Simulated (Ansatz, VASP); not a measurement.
# One calculation of Sn, two programs

```
CELL_PARAMETERS angstrom
-1.89465 1.89465 1.74308
1.89465 -1.89465 1.74308
1.89465 1.89465 -1.74308
ATOMIC_POSITIONS crystal
Sn 0.00000 0.00000 0.00000
```

Change from the starting cell: strain +0.000 along x and y, -0.080 along z, atoms carried along.

Alike in both runs: task single point; functional PBEsol; dispersion D3(BJ); k mesh 18 × 18 × 18; occupations gaussian, width 0.15 eV; no spin polarisation.

```csv
,VASP,Ansatz
version,VASP 6.6.1,Ansatz 0.2.0
potentials or method,"VASP PAW PBE potentials, release 64 (Sn_d)","scalar-relativistic, plane waves, PAW"
plane-wave cutoff (eV),520,420
valence electrons in the cell,14,14
```

```csv
,VASP,Ansatz,Ansatz less VASP
gap on the k mesh at the Fermi level (eV),none,none,-
pressure (GPa),0.0,0.0,+0.02
largest component of the traceless stress (GPa),0.34,0.33,-0.005
```

A gap of «none» marks a metal or a gap that the smearing closes.

Caveats: the PAW data sets were made with another functional, which shifts forces and pressure a little (VASP); pairwise dispersion overbinds metals, which lowers pressure and volume.
